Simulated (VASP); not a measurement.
# WC (Fm-3m) in VASP: reference runs

Aim: a first look at WC with PBEsol, on the cell as given and on a disturbed one, and energy against volume gives the equilibrium volume and stiffness.

All numbers are computed with VASP 6.6.1; they aren't measurements. Logs are shortened: lines on timing, memory, paths and dates and some standing lists are left out, and cuts for length are marked.

## 1. The structure

It takes space group Fm-3m (No. 225, cubic). The conventional cell has a = 4.385 Å, b = 4.385 Å, c = 4.385 Å, α = 90.00°, β = 90.00°, γ = 90.00°. W (site symmetry m-3m) has 6 C at 2.19 Å as nearest neighbours. Around C (site symmetry m-3m) lie 6 W at 2.19 Å.

Measurements of this composition are mostly on another form, of space group No. 187.

## 2. Single point, PBEsol

INCAR reads:

```
SYSTEM = WC
ALGO = Normal ; EDIFF = 1E-7
ENCUT = 520 ; GGA = PS
ISIF = 2 ; ISMEAR = -1
LASPH = .True. ; LCHARG = .True.
LELF = .True. ; LREAL = .False.
LVHAR = .True. ; LWAVE = .False.
NBANDS = 16 ; NELM = 100
PREC = Accurate ; SIGMA = 0.05
```

KPOINTS reads:

```
k-points
0
Gamma
  10 10 10
  0 0 0
```

POSCAR reads:

```
WC
1.0
    0.0000000000      2.1926840000      2.1926840000
    2.1926840000      0.0000000000      2.1926840000
    2.1926840000      2.1926840000      0.0000000000
W C
1 1
Direct
    0.0000000000      0.0000000000      0.0000000000
    0.5000000000      0.5000000000      0.5000000000
```

Potentials or basis: VASP PAW PBE potentials, release 64 (W_sv, C).

Command:

```sh
$ cat potpaw_PBE.64/W_sv/POTCAR potpaw_PBE.64/C/POTCAR > POTCAR
$ mpirun -np 1 vasp_std > vasp.out
```

OUTCAR:

```text
SYSTEM = WC
   EDIFF = 1E-7
   ENCUT = 520
   GGA = PS
   ISIF = 2
   ISMEAR = -1
   LASPH = .True.
   LREAL = .False.
   NELM = 100
   PREC = Accurate

 ion  position               nearest neighbor table
   1  0.000  0.000  0.000-   2 2.19   2 2.19   2 2.19   2 2.19   2 2.19   2 2.19
   2  0.500  0.500  0.500-   1 2.19   1 2.19   1 2.19   1 2.19   1 2.19   1 2.19

  LATTYP: Found a face centered cubic cell.
 ALAT       =     4.3853680000

  Lattice vectors:

 A1 = (   0.0000000000,   2.1926840000,   2.1926840000)
 A2 = (   2.1926840000,   0.0000000000,   2.1926840000)
 A3 = (   2.1926840000,   2.1926840000,   0.0000000000)

Analysis of symmetry for initial positions (statically):
=====================================================================
 Subroutine PRICEL returns:
 Original cell was already a primitive cell.

 Routine SETGRP: Setting up the symmetry group for a
 face centered cubic supercell.

 Subroutine GETGRP returns: Found 48 space group operations
 (whereof 48 operations were pure point group operations)
 out of a pool of 48 trial point group operations.

The static configuration has the point symmetry O_h .

Analysis of symmetry for dynamics (positions and initial velocities):
=====================================================================
 Subroutine PRICEL returns:
 Original cell was already a primitive cell.

 Routine SETGRP: Setting up the symmetry group for a
 face centered cubic supercell.

 Subroutine GETGRP returns: Found 48 space group operations
 (whereof 48 operations were pure point group operations)
 out of a pool of 48 trial point group operations.

The dynamic configuration has the point symmetry O_h .

 Subroutine INISYM returns: Found 48 space group operations
 (whereof 48 operations are pure point group operations),
 and found     1 'primitive' translations

----------------------------------------------------------------------------------------

                                     Primitive cell

  volume of cell :      21.0842

  direct lattice vectors                    reciprocal lattice vectors
     0.000000000  2.192684000  2.192684000    -0.228031034  0.228031034  0.228031034
     2.192684000  0.000000000  2.192684000     0.228031034 -0.228031034  0.228031034
     2.192684000  2.192684000  0.000000000     0.228031034  0.228031034 -0.228031034

  length of vectors
     3.100923451  3.100923451  3.100923451     0.394961337  0.394961337  0.394961337

  position of ions in fractional coordinates (direct lattice)
     0.000000000  0.000000000  0.000000000
     0.500000000  0.500000000  0.500000000

  ion indices of the primitive-cell ions
   primitive index   ion index
                 1           1
                 2           2

----------------------------------------------------------------------------------------

 KPOINTS: k-points

Automatic generation of k-mesh.
 Grid dimensions read from file:
 generate k-points for:   10   10   10

 Generating k-lattice:

  Cartesian coordinates                     Fractional coordinates (reciprocal lattice)
    -0.022803103  0.022803103  0.022803103     0.100000000  0.000000000  0.000000000
     0.022803103 -0.022803103  0.022803103     0.000000000  0.100000000  0.000000000
     0.022803103  0.022803103 -0.022803103     0.000000000  0.000000000  0.100000000

  Length of vectors
     0.039496134  0.039496134  0.039496134

  Shift w.r.t. Gamma in fractional coordinates (k-lattice)
     0.000000000  0.000000000  0.000000000

 Subroutine IBZKPT returns following result:
 ===========================================

 Found     47 irreducible k-points:

 Following reciprocal coordinates:
            Coordinates               Weight
  0.000000  0.000000  0.000000      1.000000
  0.100000  0.000000  0.000000      8.000000
  0.200000  0.000000  0.000000      8.000000
  0.300000  0.000000  0.000000      8.000000
  0.400000  0.000000  0.000000      8.000000
  0.500000  0.000000  0.000000      4.000000
[... 16 lines left out ...]
  0.300000  0.300000  0.000000      6.000000
[... 50 lines left out ...]
     16      32.8543      0.00000

 k-point     3 :       0.2000    0.0000    0.0000
  band No.  band energies     occupation
      1     -63.1031      2.00000
      2     -27.3229      2.00000
      3     -27.1356      2.00000
      4     -27.1356      2.00000
      5      -2.4554      2.00000
      6       6.9290      2.00000
[... 8 lines left out ...]
     15      23.9515      0.00000
     16      29.9432      0.00000

 k-point     4 :       0.3000    0.0000    0.0000
  band No.  band energies     occupation
      1     -63.0917      2.00000
      2     -27.5048      2.00000
      3     -27.1559      2.00000
      4     -27.1559      2.00000
      5      -1.2806      2.00000
      6       5.1824      2.00000
[... 8 lines left out ...]
     15      24.7541      0.00000
     16      27.7351      0.00000

 k-point     5 :       0.4000    0.0000    0.0000
  band No.  band energies     occupation
      1     -63.0824      2.00000
      2     -27.6483      2.00000
      3     -27.1722      2.00000
      4     -27.1722      2.00000
      5       0.0927      2.00000
      6       3.5396      2.00000
[... 8 lines left out ...]
     15      25.1597      0.00000
     16      25.1597      0.00000

 k-point     6 :       0.5000    0.0000    0.0000
  band No.  band energies     occupation
      1     -63.0789      2.00000
      2     -27.7022      2.00000
      3     -27.1784      2.00000
      4     -27.1784      2.00000
      5       1.1198      2.00000
      6       2.4406      2.00000
[... 8 lines left out ...]
     15      24.0043      0.00000
     16      24.0043      0.00000
[... 267 lines left out ...]
 k-point    21 :      -0.3000    0.2000    0.0000
  band No.  band energies     occupation
      1     -63.0788      2.00000
      2     -27.5605      2.00000
      3     -27.3245      2.00000
      4     -27.1790      2.00000
      5      -0.0886      2.00000
      6       3.9279      2.00000
[... 8 lines left out ...]
     15      24.6571      0.00000
     16      25.3249      0.00000

 k-point    22 :      -0.2000    0.2000    0.0000
  band No.  band energies     occupation
      1     -63.0877      2.00000
      2     -27.4726      2.00000
      3     -27.2726      2.00000
      4     -27.1502      2.00000
      5      -1.0300      2.00000
      6       4.9457      2.00000
[... 8 lines left out ...]
     15      24.9705      0.00000
     16      25.5842      0.00000

 k-point    23 :       0.3000    0.3000    0.0000
  band No.  band energies     occupation
      1     -63.0836      2.00000
      2     -27.4699      2.00000
      3     -27.2507      2.00000
      4     -27.2507      2.00000
      5      -1.3821      2.00000
      6       5.0653      2.00000
[... 8 lines left out ...]
     15      24.7556      0.00000
     16      27.7111      0.00000

 k-point    24 :       0.4000    0.3000    0.0000
  band No.  band energies     occupation
      1     -63.0762      2.00000
      2     -27.5463      2.00000
      3     -27.2910      2.00000
      4     -27.2731      2.00000
      5      -1.0586      2.00000
      6       5.1891      2.00000
[... 8 lines left out ...]
     15      23.9708      0.00000
     16      27.6378      0.00000

 [... further k-points ...]
[... 5 lines left out ...]
  --------------------------------------------------------------------------------------
  -------------------------------------------------------------------------------------
  Total       -1.2175759     -1.2175759     -1.2175759     -0.0000000     -0.0000000      0.0000000
  in kB      -92.5227420    -92.5227420    -92.5227420     -0.0000000     -0.0000000      0.0000000
  external PRESSURE =     -92.5227420 kB  Pullay stress =       0.0000000 kB

 VOLUME and BASIS-vectors are now :
 -----------------------------------------------------------------------------
  energy-cutoff  :      520.00
  volume of cell :       21.08
      direct lattice vectors                 reciprocal lattice vectors
     0.000000000  2.192684000  2.192684000    -0.228031034  0.228031034  0.228031034
     2.192684000  0.000000000  2.192684000     0.228031034 -0.228031034  0.228031034
     2.192684000  2.192684000  0.000000000     0.228031034  0.228031034 -0.228031034

 POSITION                                       TOTAL-FORCE (eV/Angst)
 -----------------------------------------------------------------------------------
      0.00000      0.00000      0.00000         0.000000     -0.000000      0.000000
      2.19268      2.19268      2.19268        -0.000000      0.000000     -0.000000
 -----------------------------------------------------------------------------------
    total drift:                                0.000000     -0.000000     -0.000000

  FREE ENERGIE OF THE ION-ELECTRON SYSTEM (eV)
  ---------------------------------------------------
  free  energy   TOTEN  =       -22.9999614137 eV

  energy  without entropy=      -22.9935729271  energy(sigma->0) =      -22.99676717
```

It took 16 s on 1 thread of AMD EPYC 7R43 (Zen 3), shared host; peak memory 0.11 GiB.

What came out:

| Item | Value |
| --- | --- |
| Free energy | -23.0000 eV |
| Pressure | -9.3 GPa |
| Band gap on the k mesh | none (metal or under the smearing width) |

Levels at points of the mesh, in eV from the Fermi level:
```
           k point  band 6  band 7  band 8  band 9  band 10  band 11  band 12  band 13
(0.00, 0.00, 0.00)   -2.81   -2.81   -2.81   -1.08    -1.08    -1.08    -1.02    -1.02
(0.50, 0.00, 0.00)   -9.86   -6.62   -6.62    1.00     1.00     2.28     4.85     8.77
(0.50, 0.50, 0.00)   -5.84   -5.64   -2.53   -2.53     0.80     2.23     2.23     5.37
```

Caveat: the PAW data sets were made with another functional, which shifts forces and pressure a little. The run has no spin-orbit coupling, so splittings on W are missing.

## 3. Equation of state, PBEsol, 9.91 Å³/atom (volume scaled by 0.94)

INCAR reads:

```
SYSTEM = WC
ALGO = Normal ; EDIFF = 1E-7
ENCUT = 520 ; GGA = PS
ISIF = 2 ; ISMEAR = -1
LASPH = .True. ; LCHARG = .False.
LREAL = .False. ; LWAVE = .False.
NBANDS = 16 ; NELM = 100
PREC = Accurate ; SIGMA = 0.05
```

KPOINTS is that of step 2.

POSCAR reads:

```
WC
1.0
    0.0000000000      2.1479227872      2.1479227872
    2.1479227872      0.0000000000      2.1479227872
    2.1479227872      2.1479227872      0.0000000000
W C
1 1
Direct
    0.0000000000      0.0000000000      0.0000000000
    0.5000000000      0.5000000000      0.5000000000
```

Potentials or basis: VASP PAW PBE potentials, release 64 (W_sv, C).

Command:

```sh
$ cat potpaw_PBE.64/W_sv/POTCAR potpaw_PBE.64/C/POTCAR > POTCAR
$ mpirun -np 1 vasp_std > vasp.out
```

It took 14 s on 1 thread of AMD EPYC 7R43 (Zen 3), shared host; peak memory 0.11 GiB.

It converged, with:

```
Free energy            : -22.9796 eV
Pressure               : 15.6 GPa
Band gap on the k mesh : none (metal or under the smearing width)
```

Caveat: the PAW data sets were made with another functional, which shifts forces and pressure a little.

## 4. Equation of state, PBEsol, 10.12 Å³/atom (volume scaled by 0.96)

INCAR is that of step 3.

KPOINTS is that of step 3.

POSCAR reads:

```
WC
1.0
    0.0000000000      2.1630495024      2.1630495024
    2.1630495024      0.0000000000      2.1630495024
    2.1630495024      2.1630495024      0.0000000000
W C
1 1
Direct
    0.0000000000      0.0000000000      0.0000000000
    0.5000000000      0.5000000000      0.5000000000
```

Command:

```sh
$ cat potpaw_PBE.64/W_sv/POTCAR potpaw_PBE.64/C/POTCAR > POTCAR
$ mpirun -np 1 vasp_std > vasp.out
```

Run time: 14 s. Hardware: 1 thread of AMD EPYC 7R43 (Zen 3), shared host; peak memory 0.11 GiB.

It converged, with:

| Quantity | Value |
| --- | --- |
| Free energy | -23.0085 eV |
| Pressure | 6.4 GPa |
| Band gap on the k mesh | none (metal or under the smearing width) |

Caveat: the PAW data sets were made with another functional, which shifts forces and pressure a little.

## 5. Equation of state, PBEsol, 10.33 Å³/atom (volume scaled by 0.98)

INCAR is that of step 4.

KPOINTS is that of step 4.

POSCAR reads:

```
WC
1.0
    0.0000000000      2.1779675566      2.1779675566
    2.1779675566      0.0000000000      2.1779675566
    2.1779675566      2.1779675566      0.0000000000
W C
1 1
Direct
    0.0000000000      0.0000000000      0.0000000000
    0.5000000000      0.5000000000      0.5000000000
```

Command:

```sh
$ cat potpaw_PBE.64/W_sv/POTCAR potpaw_PBE.64/C/POTCAR > POTCAR
$ mpirun -np 1 vasp_std > vasp.out
```

Wall time 15 s (1 thread of AMD EPYC 7R43 (Zen 3), shared host); peak memory 0.12 GiB.

It converged, with:

- Free energy: -23.0145 eV
- Pressure: -1.9 GPa
- Band gap on the k mesh: none (metal or under the smearing width)

Caveat: the PAW data sets were made with another functional, which shifts forces and pressure a little.

## 6. Equation of state, PBEsol, 10.75 Å³/atom (volume scaled by 1.02)

INCAR is that of step 5.

KPOINTS is that of step 5.

POSCAR reads:

```
WC
1.0
    0.0000000000      2.2072055093      2.2072055093
    2.2072055093      0.0000000000      2.2072055093
    2.2072055093      2.2072055093      0.0000000000
W C
1 1
Direct
    0.0000000000      0.0000000000      0.0000000000
    0.5000000000      0.5000000000      0.5000000000
```

Potentials or basis: VASP PAW PBE potentials, release 64 (W_sv, C).

Command:

```sh
$ cat potpaw_PBE.64/W_sv/POTCAR potpaw_PBE.64/C/POTCAR > POTCAR
$ mpirun -np 1 vasp_std > vasp.out
```

Run time: 15 s. Hardware: 1 thread of AMD EPYC 7R43 (Zen 3), shared host; peak memory 0.11 GiB.

It converged, with:

```
Free energy            : -22.9670 eV
Pressure               : -15.9 GPa
Band gap on the k mesh : none (metal or under the smearing width)
```

Caveat: the PAW data sets were made with another functional, which shifts forces and pressure a little.

## 7. Equation of state, PBEsol, 10.96 Å³/atom (volume scaled by 1.04)

INCAR is that of step 6.

KPOINTS is that of step 6.

POSCAR reads:

```
WC
1.0
    0.0000000000      2.2215384142      2.2215384142
    2.2215384142      0.0000000000      2.2215384142
    2.2215384142      2.2215384142      0.0000000000
W C
1 1
Direct
    0.0000000000      0.0000000000      0.0000000000
    0.5000000000      0.5000000000      0.5000000000
```

Command:

```sh
$ cat potpaw_PBE.64/W_sv/POTCAR potpaw_PBE.64/C/POTCAR > POTCAR
$ mpirun -np 1 vasp_std > vasp.out
```

It took 15 s on 1 thread of AMD EPYC 7R43 (Zen 3), shared host; peak memory 0.12 GiB.

The run converged. Its results:

```yaml
Free_energy: -22.9175 eV
Pressure: -21.8 GPa
Band_gap_on_the_k_mesh: none (metal or under the smearing width)
```

Caveat: the PAW data sets were made with another functional, which shifts forces and pressure a little.

## 8. Equation of state, PBEsol, 11.17 Å³/atom (volume scaled by 1.06)

INCAR is that of step 7.

KPOINTS is that of step 7.

POSCAR reads:

```
WC
1.0
    0.0000000000      2.2356887219      2.2356887219
    2.2356887219      0.0000000000      2.2356887219
    2.2356887219      2.2356887219      0.0000000000
W C
1 1
Direct
    0.0000000000      0.0000000000      0.0000000000
    0.5000000000      0.5000000000      0.5000000000
```

Command:

```sh
$ cat potpaw_PBE.64/W_sv/POTCAR potpaw_PBE.64/C/POTCAR > POTCAR
$ mpirun -np 1 vasp_std > vasp.out
```

It took 15 s on 1 thread of AMD EPYC 7R43 (Zen 3), shared host; peak memory 0.11 GiB.

The run converged. Its results:

| Item | Value |
| --- | --- |
| Free energy | -22.8531 eV |
| Pressure | -27.1 GPa |
| Band gap on the k mesh | none (metal or under the smearing width) |

Caveat: the PAW data sets were made with another functional, which shifts forces and pressure a little.

## 9. Single point, PBEsol (atoms moved at random, drawn with an rms of 0.05 Å)

INCAR reads:

```
SYSTEM = WC
ALGO = Normal ; EDIFF = 1E-7
ENCUT = 520 ; GGA = PS
ISIF = 2 ; ISMEAR = -1
LASPH = .True. ; LCHARG = .True.
LELF = .True. ; LREAL = .False.
LVHAR = .True. ; LWAVE = .False.
NBANDS = 16 ; NELM = 100
PREC = Accurate ; SIGMA = 0.05
```

KPOINTS is that of step 8.

POSCAR reads:

```
WC
1.0
    0.0000000000      2.1926840000      2.1926840000
    2.1926840000      0.0000000000      2.1926840000
    2.1926840000      2.1926840000      0.0000000000
W C
1 1
Direct
   -0.0174180000     -0.0048180000      0.0027980000
    0.5174460000      0.5059440000      0.4867750000
```

Potentials or basis: VASP PAW PBE potentials, release 64 (W_sv, C).

Command:

```sh
$ cat potpaw_PBE.64/W_sv/POTCAR potpaw_PBE.64/C/POTCAR > POTCAR
$ mpirun -np 1 vasp_std > vasp.out
```

Run time: 2.2 min. Hardware: 1 thread of AMD EPYC 7R43 (Zen 3), shared host; peak memory 0.25 GiB.

It converged, with:

| Item | Value |
| --- | --- |
| Free energy | -22.9608 eV |
| Pressure | -7.3 GPa |
| Largest force | 0.720 eV/Å |
| Band gap on the k mesh | none (metal or under the smearing width) |

Forces on the atoms (eV/Å):
```
W   -0.077  0.282  0.658
C    0.077 -0.282 -0.658
```

Stress tensor (GPa, compression positive):
```
-9.32 -0.01  0.00
-0.01 -8.49 -0.01
 0.00 -0.01 -4.09
```

Levels at points of the mesh, in eV from the Fermi level:
| k point | band 7 | band 8 | band 9 | band 10 | band 11 | band 12 |
| --- | --- | --- | --- | --- | --- | --- |
| (0.00, 0.00, 0.00) | -3.05 | -2.78 | -2.04 | -1.22 | -0.71 | -0.47 |
| (0.50, 0.00, 0.00) | -6.61 | -6.59 | 1.01 | 1.05 | 2.33 | 4.82 |
| (0.00, 0.50, 0.00) | -6.57 | -6.52 | 1.00 | 1.03 | 2.29 | 4.66 |
| (0.00, 0.00, 0.50) | -6.58 | -6.53 | 1.00 | 1.03 | 2.30 | 4.68 |
| (0.50, 0.50, 0.50) | -6.60 | -6.57 | 1.00 | 1.05 | 2.32 | 4.77 |
| (0.50, 0.50, 0.00) | -5.58 | -2.52 | -2.46 | 0.87 | 2.25 | 2.26 |
| (0.00, 0.50, 0.50) | -5.61 | -2.62 | -2.26 | 0.99 | 2.26 | 2.26 |
| (0.50, 0.00, 0.50) | -5.61 | -2.60 | -2.30 | 0.97 | 2.26 | 2.26 |

Caveat: the PAW data sets were made with another functional, which shifts forces and pressure a little.

## 10. Equation of state, PBEsol

Potentials or basis: VASP PAW PBE potentials, release 64 (W_sv, C).

This step only gathers the single runs of the series.

What came out:

| Quantity | Value |
| --- | --- |
| Equilibrium volume | 10.28 Å³/atom |
| Bulk modulus | 390 GPa |
| Pressure derivative of the bulk modulus | 4.3 |

Energy against volume, from the lowest point:
| volume (Å³/atom) | energy (meV/atom) |
| --- | --- |
| 9.910 | 17.45 |
| 10.120 | 3.00 |
| 10.331 | 0.00 |
| 10.542 | 7.28 |
| 10.753 | 23.78 |
| 10.964 | 48.52 |
| 11.175 | 80.69 |

Caveat: the PAW data sets were made with another functional, which shifts forces and pressure a little. Spin-orbit coupling is left out, which matters for the levels of W.

## 11. The runs side by side

| task | cell | gap on the mesh (eV) | pressure (GPa) |
| --- | --- | --- | --- |
| single point | as given | none | -9.3 |
| single point | atoms moved at random, drawn with an rms of 0.05 Å | none | -7.3 |
| equation of state | as given | - | - |

Alike in all rows: level PBEsol; potentials or basis VASP PAW PBE potentials, release 64 (W_sv, C); no spin polarisation; k mesh 10 × 10 × 10; cutoff (eV) 520; smearing fermi-dirac 0.05 eV.

Caveats: the PAW data sets were made with another functional, which shifts forces and pressure a little.

Total energies depend on the potentials used, so only differences within one code and one set of settings carry meaning.
